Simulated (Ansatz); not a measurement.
Rows from a G0W0 calculation on AlN (P6_3mc) (Ansatz 0.2.0; G0W0 on PBE, plane waves, PAW; 6×6×4 mesh, 174 empty bands, screening to 150 eV), in eV. Spin-orbit coupling is left out.

The database entry behind the starting cell differs from later determinations by our own check (inner coordinate u about 0.002 short), so it need not match the best structure at ambient conditions.

```csv
row,k,band,start,Σx,Σc at the solution,Vxc
A,Γ,v2,6.941,-21.720,3.087,-17.674
B,Γ,c2,13.789,-7.930,-4.445,-13.198
C,Γ,v1,7.120,-21.780,3.037,-17.815
D,Γ,c1,11.333,-9.793,-3.931,-14.452
```

Question: Work out each quasiparticle level and how far it moved.

The quasiparticle equation reads E = start + Σx + Σc(E) − Vxc.

```csv
row,E (eV),shift (eV)
A,5.982,−0.959
B,14.612,+0.823
C,6.192,−0.929
D,12.061,+0.728
```

The gap over the computed points goes from 4.21 eV to 5.87 eV.

Limits: not at the basis limit.

[Paths, hosts, dates, memory and timing lines, banners, echoed tables and standing remarks are left out of the program output.]

[Logs are printed without paths, hosts, clocks, repeated set-up lines and the standing remarks that a program may print on its own settings, such as how far it seeks lower states.]

[Runs of the session that timed out or met a known fault of the program may be left out.]

[Cells called generated may have been cut or substituted from an entry of the Crystallography Open Database or the Materials Project.]

[Hosts, paths, dates, database ids (printed as entryN), source tags and the programs' standing remarks are cut or masked in the printed files.]
